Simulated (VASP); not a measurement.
The system is CoO.

```
Co O
1.0
     2.82845    0.00000    0.00000
    -1.41423    2.44951    0.00000
     0.00000    0.00000    2.72172
Co O
1 1
Cartesian
  0.0000 0.0000 1.3609
  1.4142 0.8165 0.0000
```

The cell was built by a generator and needn't be a form met in nature.

| Quantity | Value |
| --- | --- |
| Program | VASP 6.6.1 |
| Task | relaxation of cell and atoms |
| Functional | rev-vdW-DF2 |
| Potentials or basis | VASP PAW PBE potentials, release 64 (Co, O) |
| Cutoff | 600 eV |
| k mesh | 8 × 8 × 7 |
| Occupations | fermi-dirac, width 0.05 eV |
| Spin | collinear spin, ferromagnetic start |
| Starting moments | [2.0, 0.0] μB |

At the start: pressure -5.6 GPa; volume 9.43 Å³/atom.

Task: How do energy, volume and symmetry change on relaxing?

Result: Over 7 steps the energy falls by 4.9 meV/atom and the volume is 9.16 Å³/atom (-2.8 %); space group P-6m2 (No. 187, to 0.05 Å); moment 3.00 μB per cell.

Step by step:
```csv
step,energy change (eV),largest force (eV/Å),pressure (GPa),volume (Å³)
1,0.0000,0.0001,-5.65,18.86
2,-0.0045,0.0000,4.40,17.96
3,-0.0095,0.0000,-0.20,18.33
4,-0.0095,0.0001,0.21,18.32
5,-0.0097,0.0000,-0.29,18.35
6,-0.0097,0.0000,-0.46,18.36
7,-0.0097,0.0000,-0.26,18.33
```

Final structure:
```xyz
2
Lattice="2.7976 0.0000 0.0000 -1.3988 2.4228 0.0000 0.0000 0.0000 2.7041" Properties=species:S:1:pos:R:3 pbc="T T T"
Co   -1.3988    2.4228    1.3520
O     1.3988    0.8076    0.0000
```

Caveat: the PAW data sets were made with another functional, which shifts forces and pressure a little; a cell with one magnetic atom can't hold antiferromagnetic order, which such compounds often take.
